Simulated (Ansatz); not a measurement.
# Mg: a short molecular-dynamics run

What does Mg do over 40 steps of 1 fs under a Langevin thermostat at 300 K? The cell is a defect cell of 5 atoms, taken as it stands, without a relaxation.

Method: DFT PBE, plane waves, PAW, scalar-relativistic, no spin polarisation, in Ansatz 0.2.0.

The cell holds 5 atoms (Mg5): a = 5.224 Å, b = 5.180 Å, c = 4.232 Å, α = 87.52°, β = 90.46°, γ = 119.57°.

Structure file:

```
Mg
1.0
     5.22357    0.03223   -0.02136
    -2.58387    4.48829    0.11275
    -0.01724    0.09512    4.23124
Mg
5
Direct
  0.33358 0.65924 0.99736
  0.66378 0.33780 0.00166
  0.49574 0.98759 0.50362
  0.50346 0.49205 0.50415
  0.02026 0.52425 0.49436
```

The structure above is the start of the run; the results belong to its end.

```
                             quantity                          value
                               length               40 steps of 1 fs
     temperature, first and last step                  240 and 312 K
             temperature, second half  mean 291 K, from 215 to 513 K
        potential energy, second half    +18 meV/atom from the start
mean square displacement, second half                    Mg 0.026 Å²
```

What this shows: Against a set 300 K the second half averages 291 K with a spread of 79 K (in equilibrium 5 atoms would scatter by about 110 K, over a far longer run). The farthest move is 0.23 Å, against a mean nearest distance of 2.5 Å at the start: no atom has changed site so far. 40 fs on 5 atoms is far too short and small for converged averages. The k-mesh is coarse for this cell.

Q: Write an input and a launch command for the first run that leads to these results.

The input that was used; it is not the only one that fits:

File input.yaml:

```yaml
crystal:
  lattice:
    - [5.223572, 0.032234, -0.021364]
    - [-2.583871, 4.488285, 0.112753]
    - [-0.017242, 0.095123, 4.231242]
  atoms:
    - { symbol: Mg, position: [0.333576, 0.659245, 0.99736] }
    - { symbol: Mg, position: [0.663783, 0.337803, 0.001659] }
    - { symbol: Mg, position: [0.495739, 0.987586, 0.50362] }
    - { symbol: Mg, position: [0.503456, 0.492049, 0.504153] }
    - { symbol: Mg, position: [0.020259, 0.524252, 0.494361] }
kpoints:
  mp_grid: { grid: [3, 3, 4] }
magnetization:
  spin_polarized: false
scf:
  occupations: { method: cold, width: 0.15 }
hamiltonian:
  pseudopotentials: { kind: paw }
  xc: pbe
basis:
  ecutwfc: 420
md:
  timestep: 1.0
  n_steps: 40
  ensemble: nvt_langevin
  temperature: 300.0
  initial_velocities: maxwell_boltzmann
  seed: 135556
```

Command:

```sh
$ ansatz run input.yaml --threads 2 --pin off --max-ram 2560MiB --backend cpu --events-out ev --progress --plain --runs-dir out
```
